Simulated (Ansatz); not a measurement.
# MgO: a scan of SCF settings

Aim: run MgO with the default SCF settings, then change one group of settings at a time and see what moves: the number of iterations, the state or the numbers. We look at MgO: the deposited crystal structure (space group Fm-3m), with 2 atoms per cell. Source: COD entry 4001314, which need not be the ambient phase.

Program: Ansatz 0.2.0. Level of theory: DFT PBE, PAW, plane waves, scalar-relativistic. These are calculated values, not measurements.

## (1) The starting structure

The structure is cubic, space group Fm-3m (No. 225). Conventional cell: a = 4.210 Å, b = 4.210 Å, c = 4.210 Å, α = 90.00°, β = 90.00°, γ = 90.00°. Mg (site symmetry m-3m) is surrounded by 6 O at 2.11 Å. O (site symmetry m-3m) is surrounded by 6 Mg at 2.11 Å.

As a file:

```cif
data_structure
_symmetry_space_group_name_H-M 'Fm-3m'
_symmetry_Int_Tables_number 225
_cell_length_a 4.2104
_cell_length_b 4.2104
_cell_length_c 4.2104
_cell_angle_alpha 90.000
_cell_angle_beta 90.000
_cell_angle_gamma 90.000
_cell_volume 74.64
loop_
_atom_site_label
_atom_site_type_symbol
_atom_site_symmetry_multiplicity
_atom_site_Wyckoff_symbol
_atom_site_fract_x
_atom_site_fract_y
_atom_site_fract_z
_atom_site_occupancy
Mg1 Mg 4 a 0.00000 0.00000 0.00000 1
O1 O 4 b 0.50000 0.00000 0.00000 1
```

Labels such as O2 number the atoms in the order of the input file.

Changes shown after the default run: Broyden, β 0.1, history 8, no preconditioner; MSR1 mixing, preconditioner Resta; Anderson, β 0.5, history 2, no preconditioner; cutoff 700 eV; Fermi–Dirac smearing, width 2.0 eV; Fermi–Dirac width 0.003 eV, no switch to direct minimisation; Anderson, β 0.02, history 4, no preconditioner; density-residual threshold 1e-3 eV; Anderson, β 0.2, history 2, no preconditioner.

The search for lower states is off throughout, and inputs that name a mixer don't switch to direct minimisation unless they say so. Spin polarisation is off.

## (2) Default SCF settings

Input file input.yaml:

```yaml
crystal:
  lattice:
    - [0.0, 2.10521, 2.10521]
    - [2.10521, 0.0, 2.10521]
    - [2.10521, 2.10521, 0.0]
  atoms:
    - { symbol: Mg, position: [0.0, 0.0, 0.0] }
    - { symbol: O, position: [0.5, 0.5, 0.5] }
hamiltonian:
  xc: pbe
  pseudopotentials: { kind: paw }
basis:
  ecutwfc: 420
kpoints:
  mp_grid: { grid: [8, 8, 8] }
scf:
  occupations: { method: fermi_dirac, width: 0.03 }
  lower_state_search: "off"
output:
  forces: true
  stress: true
```

The run is started by

```bash
$ ansatz run input.yaml --threads 2 --pin off --max-ram 5120MiB --backend cpu --events-out ev --progress --plain --runs-dir out
```

Log:

```text
Engine: ansatz 0.2.0, aarch64-unknown-linux-gnu
Pseudopotentials: kind: paw
Pseudopotential: Mg, paw, valence charge 10, recommended cutoff 420 eV (normal), Mg.paw.azcp
Pseudopotential: O, paw, valence charge 6, recommended cutoff 420 eV (normal), O.paw.azcp
Functional definition: PBE
  parameter kappa = 0.804
  parameter beta = 0.06672455060314922
  exchange = pbe_x(kappa = kappa, mu = beta*pi^2/3)
  correlation = pbe_c(beta = beta)
Crystal: 2 atoms, lattice volume = 18.660 Å³
Basis set: ecut = 420 eV, 339 PW (Γ), exchange–correlation on 40×40×40 points (8 copies of the dense FFT grid, shifted against one another)
Bands: 12, of which v1, the nominal top of the filled ones, is band 8 counted from 1 (7 counted from 0)
Symmetry: 48 space group operations
Space group: Fm-3m (ITA 225), of the structure as read, at distance tolerance 2.7e-5 Å
k-points: 29 of 512
Non-local potential: Mg, projectors of the file, l = 0: 3, l = 1: 2, l = 2: 1
Non-local potential: O, projectors of the file, l = 0: 2, l = 1: 2, l = 2: 1
PAW form: soft (Blöchl's): semilocal exchange-correlation on the pseudo side does not see the compensation charge
PAW one-centre angular grid: Mg, 110 points (default); XC on 64 Gauss nodes
PAW one-centre angular grid: O, 110 points (default); XC on 64 Gauss nodes
Initial density: superposition of atomic densities (neutral atoms: chi_scale 0, normalization atom), corrected by the library's trained network
Initial wavefunctions: pseudopotential atomic-orbital guess
Functional: x = pbe(κ = 0.804, μ = 0.2195149727645171), c = pbe(β = 0.06672455060314922)
SCF iter   1: F=—  HF=-2494.129710 eV  |F-HF|=—  |Δ(HF+E_count)|=         —  Δρ=5.79e-4  dr2=7.93e-6  ethr=1.77e-3  ⟨swp⟩=5.9  Hψ=2024  notcnv=0
preconditioner: auto → none  [insulator: Δε(μ)=4.753 eV  Ē_g=18.556 eV  σ=0.030 eV  W_gap=1.00  n_scr=8 (ndim 8)  ℏωp=24.3 eV  f_vac=0.000  D(μ)=0.00/eV (n_scr^D=0)  ε∞_Penn≈2.7]
SCF iter   2: F=—  HF=-2494.130162 eV  |F-HF|=—  |Δ(HF+E_count)|=   4.52e-4  Δρ=4.07e-4  dr2=1.32e-5  ethr=4.96e-8  ⟨swp⟩=3.7  Hψ=1040  notcnv=0
SCF iter   3: F=—  HF=-2494.130180 eV  |F-HF|=—  |Δ(HF+E_count)|=   1.76e-5  Δρ=2.41e-4  dr2=3.98e-6  ethr=4.96e-8  ⟨swp⟩=2.0  Hψ=556  notcnv=0
SCF iter   4: F=—  HF=-2494.130199 eV  |F-HF|=—  |Δ(HF+E_count)|=   1.89e-5  Δρ=4.29e-5  dr2=1.54e-7  ethr=2.49e-8  ⟨swp⟩=2.0  Hψ=551  notcnv=0
iter 5 did not close the SCF: its close was put off for the readings that it lacked (scf_convergence_deferred on its scf_iter line)
SCF iter   5: F=-2494.130198 eV  HF=-2494.130198 eV  |F-HF|=1.80e-8  |Δ(HF+E_count)|=   4.49e-8  Δρ=1.24e-5  dr2=1.41e-8  ethr=9.61e-10  ⟨swp⟩=2.2  Hψ=571  notcnv=0
SCF iter   6: F=-2494.130198 eV  HF=-2494.130198 eV  |F-HF|=2.50e-9  |Δ(HF+E_count)|=   7.66e-9  Δρ=4.54e-6  dr2=2.08e-9  ethr=8.82e-11  ⟨swp⟩=1.9  Hψ=1130  notcnv=0
SCF 1 converged in 6 iterations: F = -2494.130198 eV  dr2 = 2.08e-9
SCF converged after 6 iterations
Free energy (F): -2494.130198 eV
Harris-Foulkes:  -2494.130198 eV  (|F-HF|=2.50e-9)
Internal energy: -2494.130198 eV  (E = F + TS)
E sigma→0 (E₀):  -2494.130198 eV
Fermi energy:    10.545710 eV
--- Per-component energies (eV) ---
  E_band       = -292.291959
  E_kinetic    = 255.887348
  E_local      = -1601.684744  (includes V_loc(G=0)·N_el)
  E_nonlocal   = 142.815523
  E_hartree    = 554.106625
  E_xc         = -105.303555
  E_vxc        = -134.949886  (∫ρ·V_xc dr)
  E_paw        = -450.084391  (= ΣΔE_a)
  E_vpaw       = -62.574571  (= ΣTr[D̂ρ^β])
  E_aug_tail   = 0.002521  (compensation charges beyond the density's cutoff)
  E_ewald      = -1289.869525
  E_smearing   = -0.000000  (= −TS)
  E_closure    = -0.000000  (closes the sum)
  Σ components = -2494.130198   (vs F -2494.130198, Δ=0.00e0)
--- Forces (eV/Å), atoms counted from 1 ---
  atom   1  Mg    -0.00000000     0.00000000     0.00000000
  atom   2  O      0.00000000    -0.00000000     0.00000000
  max |Σ_I F_I| component: 9.94e-30 eV/Å
--- Stress (GPa, compression-positive) ---
        4.873809       0.000000       0.000000
       -0.000000       4.873809      -0.000000
        0.000000       0.000000       4.873809
  P = ⅓ Tr σ = 4.8738 GPa (48.738 kbar)
```

Wall time 0.44 s (2 threads of Arm Neoverse V1, shared host); peak memory 0.24 GiB.

The reference: 6 iterations with the default settings (MSR1 mixing, preconditioner none); with a gap of 4.75 eV on the k-mesh.

## (3) Broyden, β 0.1, history 8, no preconditioner

Edit input.yaml of step 2 so:

```diff
@@ -18,2 +18,5 @@
   lower_state_search: "off"
+  algorithm: density_mixing
+  max_iter: 50
+  mixing: { algorithm: broyden, ndim: 8, beta: 0.1, preconditioner: none }
 output:
```

The run is started by

```bash
$ ansatz run input.yaml --threads 2 --pin off --max-ram 5120MiB --backend cpu --events-out ev --progress --plain --runs-dir out
```

Log, shortened:

```text
[... 23 lines as in an earlier run ...]
SCF iter   1: F=—  HF=-2494.129703 eV  |F-HF|=—  |Δ(HF+E_count)|=         —  Δρ=5.79e-4  dr2=8.04e-6  ethr=1.77e-3  ⟨swp⟩=5.9  Hψ=2024  notcnv=0
[...]
SCF iter   6: F=-2494.130198 eV  HF=-2494.130198 eV  |F-HF|=2.14e-8  |Δ(HF+E_count)|=   3.36e-8  Δρ=1.59e-5  dr2=4.00e-8  ethr=6.25e-10  ⟨swp⟩=4.1  Hψ=1028  notcnv=0
[...]
SCF converged after 6 iterations
Stability not checked: this state was not tested for a lower state beside it, because the mixer in use, unlike msr1, does not test its closes by its own steps (another_mixer; see scf.mixing.algorithm and scf.lower_state_search)
Free energy (F): -2494.130198 eV
[...]
E sigma→0 (E₀):  -2494.130198 eV
Fermi energy:    10.545896 eV
[... 24 lines left out: energy terms, forces, stress ...]
```

Run time: 0.42 s. Hardware: 2 threads of Arm Neoverse V1, shared host; peak memory 0.24 GiB.

The count stays at 6. Against the default run: the same free energy.

## (4) MSR1 mixing, preconditioner Resta

Edit input.yaml of step 3 so:

```diff
@@ -20,3 +20,3 @@
   max_iter: 50
-  mixing: { algorithm: broyden, ndim: 8, beta: 0.1, preconditioner: none }
+  mixing: { algorithm: msr1, preconditioner: resta }
 output:
```

The run is started by

```bash
$ ansatz run input.yaml --threads 2 --pin off --max-ram 5120MiB --backend cpu --events-out ev --progress --plain --runs-dir out
```

Log, shortened:

```text
[... 23 lines as in an earlier run ...]
SCF iter   1: F=—  HF=-2494.129710 eV  |F-HF|=—  |Δ(HF+E_count)|=         —  Δρ=5.79e-4  dr2=7.93e-6  ethr=1.77e-3  ⟨swp⟩=5.9  Hψ=2024  notcnv=0
[...]
SCF iter   6: F=-2494.130198 eV  HF=-2494.130198 eV  |F-HF|=2.48e-10  |Δ(HF+E_count)|=   2.65e-8  Δρ=2.67e-6  dr2=5.95e-10  ethr=6.25e-10  ⟨swp⟩=3.9  Hψ=1041  notcnv=0
[...]
SCF converged after 6 iterations
Free energy (F): -2494.130198 eV
[...]
E sigma→0 (E₀):  -2494.130198 eV
Fermi energy:    10.545737 eV
[... 24 lines left out: energy terms, forces, stress ...]
```

Run time: 0.44 s. Hardware: 2 threads of Arm Neoverse V1, shared host; peak memory 0.24 GiB.

The count stays at 6. Against the default run: the same free energy.

## (5) Anderson, β 0.5, history 2, no preconditioner

Edit input.yaml of step 4 so:

```diff
@@ -20,3 +20,3 @@
   max_iter: 50
-  mixing: { algorithm: msr1, preconditioner: resta }
+  mixing: { algorithm: anderson, ndim: 2, beta: 0.5, preconditioner: none }
 output:
```

The run is started by

```bash
$ ansatz run input.yaml --threads 2 --pin off --max-ram 5120MiB --backend cpu --events-out ev --progress --plain --runs-dir out
```

Log, shortened:

```text
[... 23 lines as in an earlier run ...]
SCF iter   1: F=—  HF=-2494.129710 eV  |F-HF|=—  |Δ(HF+E_count)|=         —  Δρ=5.79e-4  dr2=7.93e-6  ethr=1.77e-3  ⟨swp⟩=5.9  Hψ=2024  notcnv=0
[...]
SCF iter   5: F=-2494.130198 eV  HF=-2494.130198 eV  |F-HF|=4.53e-7  |Δ(HF+E_count)|=   3.63e-6  Δρ=2.89e-5  dr2=2.24e-8  ethr=6.25e-10  ⟨swp⟩=4.0  Hψ=1120  notcnv=0
[...]
SCF converged after 5 iterations
[... 1 line as in an earlier run ...]
Free energy (F): -2494.130198 eV
[...]
E sigma→0 (E₀):  -2494.130198 eV
Fermi energy:    10.545813 eV
[... 24 lines left out: energy terms, forces, stress ...]
```

Run time: 0.44 s. Hardware: 2 threads of Arm Neoverse V1, shared host; peak memory 0.24 GiB.

Compared with step 2: the same free energy; 5 iterations in place of 6.

## (6) Cutoff 700 eV

Edit input.yaml of step 5 so:

```diff
@@ -12,3 +12,3 @@
 basis:
-  ecutwfc: 420
+  ecutwfc: 700
 kpoints:
@@ -18,5 +18,2 @@
   lower_state_search: "off"
-  algorithm: density_mixing
-  max_iter: 50
-  mixing: { algorithm: anderson, ndim: 2, beta: 0.5, preconditioner: none }
 output:
```

The run is started by

```bash
$ ansatz run input.yaml --threads 2 --pin off --max-ram 5120MiB --backend cpu --events-out ev --progress --plain --runs-dir out
```

Log, shortened:

```text
[... 10 lines as in an earlier run ...]
Basis set: ecut = 700 eV, 749 PW (Γ), exchange–correlation on 54×54×54 points (8 copies of the dense FFT grid, shifted against one another)
[... 12 lines as in an earlier run ...]
SCF iter   1: F=—  HF=-2494.135828 eV  |F-HF|=—  |Δ(HF+E_count)|=         —  Δρ=9.12e-4  dr2=2.19e-5  ethr=1.77e-3  ⟨swp⟩=5.9  Hψ=2083  notcnv=0
[...]
SCF iter   6: F=-2494.136524 eV  HF=-2494.136524 eV  |F-HF|=4.87e-9  |Δ(HF+E_count)|=   1.14e-8  Δρ=6.20e-6  dr2=3.64e-9  ethr=1.12e-10  ⟨swp⟩=2.0  Hψ=1127  notcnv=0
[...]
SCF converged after 6 iterations
Free energy (F): -2494.136524 eV
[...]
E sigma→0 (E₀):  -2494.136524 eV
Fermi energy:    10.545595 eV
[...]
--- Forces (eV/Å), atoms counted from 1 ---
  atom   1  Mg    -0.00000000     0.00000000     0.00000000
  atom   2  O      0.00000000    -0.00000000     0.00000000
[...]
--- Stress (GPa, compression-positive) ---
        4.905227       0.000000       0.000000
       -0.000000       4.905227       0.000000
        0.000000      -0.000000       4.905227
  P = ⅓ Tr σ = 4.9052 GPa (49.052 kbar)
```

Wall time 0.66 s (2 threads of Arm Neoverse V1, shared host); peak memory 0.27 GiB.

The count stays at 6. Against the default run: free energy shifted by -3.2 meV/atom.

(Part 1 of 2 ends here.)
